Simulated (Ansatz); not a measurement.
ZrO₂ on the sites of tetragonal HfO2 (relaxed group P4_2/nmc) was relaxed with 3 functionals in Ansatz 0.2.0, cell and atoms free, the symmetry of the start kept (meshes: PBE 6×6×4, r2SCAN 6×6×4, PBEsol 6×6×4). (Simulation; spin polarisation is off.)

The PBE result:
```xyz
6
Lattice="3.6210 0.0000 0.0000 0.0000 3.6210 0.0000 0.0000 0.0000 5.2826" Properties=species:S:1:pos:R:3 pbc="T T T"
Zr    0.0000    0.0000    0.0000
Zr    1.8105    1.8105    2.6413
O     0.0000    1.8105    1.6228
O     0.0000    1.8105    4.2641
O     1.8105    0.0000    3.6598
O     1.8105    0.0000    1.0185
```

The symmetry is P4_2/nmc (No. 137, tetragonal); a = 3.621 Å, c = 5.283 Å in the conventional setting, 11.54 Å³ an atom. Around Zr lie 8 O at 2.08–2.43 Å; around O lie 4 Zr at 2.08–2.43 Å.

(1) Order the functionals by the relaxed volume, smallest first.
A. PBE
B. PBEsol
C. r2SCAN

(2) How does the cell change with PBEsol?

(3) What lattice does r2SCAN give?

## Answers

(1) B (11.09 Å³/atom), C (11.30 Å³/atom), A (11.54 Å³/atom).

(2) a = 3.584 Å, c = 5.177 Å; the volume differs by -4.0 % from PBE's. Zr has 8 O at 2.07–2.37 Å; O has 4 Zr at 2.07–2.37 Å.

(3) a = 3.601 Å, c = 5.227 Å; the volume differs by -2.1 % from PBE's. Zr is surrounded by 8 O at 2.07–2.40 Å; O is surrounded by 4 Zr at 2.07–2.40 Å.
